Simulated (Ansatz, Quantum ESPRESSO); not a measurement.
# SrTiO3, cubic perovskite type, strained in the (001) plane: the gap on the mesh at a withheld member of a series

Method. Quantum ESPRESSO 7.5, PBE, GBRV ultrasoft. The cubic cell is relaxed first; each member is held at its strain in the plane while the axis along [001] relaxes. pwcond (ikind = 0) gives the complex bands along [001] at three points across. Fixed occupations. The series steps biaxial strain in the plane.

```tsv
biaxial strain in the plane	gap on the mesh (eV)
-4 %	1.7965
-3 %	1.8108
-2 %	1.8227
-1 %	1.8324
0 %	1.8398
1 %	1.7861
2 %	1.7382
3 %	1.6957
```

To predict: What is the gap on the mesh at 4 %?

**Worked estimate.** The rows at 2 % and 3 % give a slope of (1.6957 − (1.7382))/(3 − (2)) = −0.0425, so a straight line gives 1.6532 eV. A parabola through these and the row at 1 % gives 1.6586 eV.

**Check.** 1.6582 eV. The line misses by −0.0050 and the parabola by +0.0004 eV. The parabola does better.

**Limits.** Atoms keep their symmetric sites, so polar or tilted distortions are left out; semilocal gaps and decay constants are too small; no spin-orbit coupling; three points across.

[Logs are printed without paths, hosts, clocks, repeated set-up lines and the standing remarks that a program may print on its own settings, such as how far it seeks lower states.]
